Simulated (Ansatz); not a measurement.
InAs (space group F-43m) relaxed with several functionals in Ansatz (plane waves to 420 eV, scalar-relativistic PAW, no spin-orbit coupling, symmetry kept). The database cell has 27.49 Å³/atom; its temperature or method isn't stated, so the comparison with it is no error of the functional. No moments.

| functional | conventional cell | V (Å³/atom) | against the database cell (%) | gap on mesh (eV) | largest moment (μB) |
| --- | --- | --- | --- | --- | --- |
| PBE | a = 6.186 Å, b = 6.186 Å, c = 6.186 Å, α = 90.00°, β = 90.00°, γ = 90.00° | 29.59 | 7.7 | 0.00 | 0.00 |
| LDA | a = 6.026 Å, b = 6.026 Å, c = 6.026 Å, α = 90.00°, β = 90.00°, γ = 90.00° | 27.36 | -0.5 | 0.00 | 0.00 |
| PBE+D3(BJ) | a = 6.111 Å, b = 6.111 Å, c = 6.111 Å, α = 90.00°, β = 90.00°, γ = 90.00° | 28.53 | 3.8 | 0.00 | 0.00 |